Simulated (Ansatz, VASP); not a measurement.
Two plane-wave programs on Ni

```xyz
8
Lattice="-3.0365 3.0365 3.0365 3.0365 -3.0365 3.0365 3.0365 3.0365 -3.0365" Properties=species:S:1:pos:R:3 pbc="T T T"
Ni    0.7420    0.7420    0.7420
Ni   -0.7420    2.2944    0.7420
Ni    0.7420   -0.7420    2.2944
Ni    2.2944    0.7420   -0.7420
Ni    2.2944    2.2944    2.2944
Ni    0.7420    3.7785   -0.7420
Ni   -0.7420    0.7420    3.7785
Ni    3.7785   -0.7420    0.7420
```

Alike in both runs: functional PBE; k mesh 4 × 4 × 4; occupations gaussian, width 0.1 eV; collinear spin.

Ansatz relaxed the structure, and its values are those at the end. VASP's run is a single point on that final structure, the one shown.

|  | VASP | Ansatz |
| --- | --- | --- |
| version | VASP 6.6.1 | Ansatz 0.2.0 |
| potentials or method | VASP PAW PBE potentials, release 64 (Ni) | scalar-relativistic, plane waves, PAW |
| plane-wave cutoff (eV) | 520 | 420 |
| valence electrons in the cell | 80 | 144 |

|  | VASP | Ansatz | Ansatz less VASP |
| --- | --- | --- | --- |
| gap on the k mesh at the Fermi level (eV) | none | none | - |
| pressure (GPa) | -0.1 | 0.1 | +0.12 |
| net moment per atom (μB) | 0.82 | 0.87 | +0.042 |
| size of the moment on the site where the two differ most (μB) | 0.82 | 0.89 | +0.063 |

Site moments also hang on the region over which each program counts them. A gap of «none» marks a metal or a gap that the smearing closes. The functional is the same, so the differences come from potentials, cutoffs and numerics. The two sets of potentials don't hold the same shells in valence.

Caveats: the k mesh is coarse (spacing up to 0.37 Å⁻¹), so the values aren't converged.
